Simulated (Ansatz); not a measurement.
All numbers below come from Ansatz, DFT PBE, scalar-relativistic, plane waves, PAW. All cells share a 420 eV cutoff and Γ-centred k meshes spaced at most about 0.3 Å⁻¹ (about 0.25 or finer for metals, 2π included). No spin polarisation.

These are static total energies at zero pressure.

Two relaxed structures of Zn₅O:

A.

Space group P4/mmm (No. 123). a = 6.058 Å, b = 6.058 Å, c = 2.868 Å, α = 90.00°, β = 90.00°, γ = 90.00°
| atom | site | symmetry | x | y | z |
| --- | --- | --- | --- | --- | --- |
| Zn | 4k | m.2m | 0.2800 | 0.2800 | 0.5000 |
| Zn | 1b | 4/mmm | 0.0000 | 0.0000 | 0.5000 |
| O | 1c | 4/mmm | 0.5000 | 0.5000 | 0.0000 |

B.

Space group P-6m2 (No. 187). a = 2.934 Å, b = 2.934 Å, c = 11.149 Å, α = 90.00°, β = 90.00°, γ = 120.00°
```tsv
atom	site	symmetry	x	y	z
Zn	2g	3m.	0.0000	0.0000	0.8771
Zn	2i	3m.	0.6667	0.3333	0.6890
Zn	1b	-6m2	0.0000	0.0000	0.5000
O	1e	-6m2	0.6667	0.3333	0.0000
```

Question: Which is lower in energy, and by how much?

Answer: B is lower, by 0.38 eV/atom. A has space group P4/mmm (No. 123), 17.5 Å³/atom and no gap on its mesh; B has space group P-6m2 (No. 187), 13.9 Å³/atom and no gap. Counting Zn atoms around O (those within 1.25 times the shortest such distance or 1.15 times the sum of covalent radii, 1.27 where that leaves under three; the shortest distance is added where it exceeds 1.18 times the sum of covalent radii), A has O 8 from 2.4 Å and B has O 6. The denser one is the lower, and pressure would at first widen the difference. Both come from invented guesses.

Cells relaxed within their symmetry can be saddle points.
